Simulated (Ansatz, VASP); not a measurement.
One calculation of Zr, two programs

The input POSCAR:

```
Zr
1.0
    0.0000000000      2.1874114473      2.1874114473
    2.1874114473      0.0000000000      2.1874114473
    2.1874114473      2.1874114473      0.0000000000
Zr
1
Direct
    0.0000000000      0.0000000000      0.0000000000
```

Contents of INCAR.step1:

```
ALGO = Normal
EDIFF = 1E-4
ENCUT = 520
GGA = PE
ISMEAR = 0
LASPH = True
LCHARG = False
LREAL = False
LWAVE = True
NBANDS = 12
NELM = 80
PREC = Accurate
SIGMA = 0.1
```

File INCAR.step2:

```
ALGO = Normal
EDIFF = 1E-7
ENCUT = 520
ISIF = 2
ISMEAR = 0
ISTART = 1
LASPH = True
LCHARG = True
LELF = True
LMIXTAU = True
LREAL = False
LVHAR = True
LWAVE = False
METAGGA = R2SCAN
NBANDS = 12
NELM = 80
PREC = Accurate
SIGMA = 0.1
```

The input KPOINTS:

```
k-points
0
Gamma
  8 8 8
```

Input for Ansatz:

```yaml
crystal:
  lattice:
    - [0.0, 2.1874114493, 2.1874114493]
    - [2.1874114493, 0.0, 2.1874114493]
    - [2.1874114493, 2.1874114493, 0.0]
  atoms:
    - { symbol: Zr, position: [0.0, 0.0, 0.0] }
basis:
  ecutwfc: 500
kpoints:
  mp_grid: { grid: [8, 8, 8] }
hamiltonian:
  xc: r2scan
scf:
  occupations: { method: gaussian, width: 0.1 }
output:
  forces: true
  stress: true
  eigenvalues: true
```

Alike in both runs: task single point; functional r2SCAN; k mesh 8 × 8 × 8; occupations gaussian, width 0.1 eV; no spin polarisation.

```csv
,VASP,Ansatz
version,VASP 6.6.1,Ansatz 0.2.0
potentials or method,"VASP PAW PBE potentials, release 64 (Zr_sv)","scalar-relativistic, plane waves, PAW"
plane-wave cutoff (eV),520,500
valence electrons in the cell,12,12
```

```tsv
	VASP	Ansatz	Ansatz less VASP
gap on the k mesh at the Fermi level (eV)	none	none	-
pressure (GPa)	11.2	11.2	-0.02
```

A gap of «none» marks a metal or a gap that the smearing closes.

Caveats: the PAW data sets were made with another functional, which shifts forces and pressure a little (VASP).
